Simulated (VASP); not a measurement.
AlP:

```
Al P
1.0
     0.00000    2.73570    2.73570
     2.73570    0.00000    2.73570
     2.73570    2.73570    0.00000
Al P
1 1
Direct
  0.00000 0.00000 0.00000
  0.25000 0.25000 0.25000
```

Base run:

```yaml
Program: VASP 6.6.1
Functional: TB-mBJ
Potentials_or_basis: VASP PAW PBE potentials, release 64 (Al, P)
Cutoff: 520 eV
k_mesh: 8 × 8 × 8
Occupations: gaussian, width 0.03 eV
Spin: no spin polarisation
```

Its results: band gap on the k mesh 2.42 eV, indirect (least direct gap 4.21 eV).

Task: The run is repeated on the same cell with these changes: functional from TB-mBJ to LDA; potentials or basis from VASP PAW PBE potentials, release 64 (Al, P) to VASP PAW LDA potentials, release 64 (Al, P). What comes out?

Result: Band gap on the k mesh 1.45 eV, indirect (least direct gap 3.07 eV).
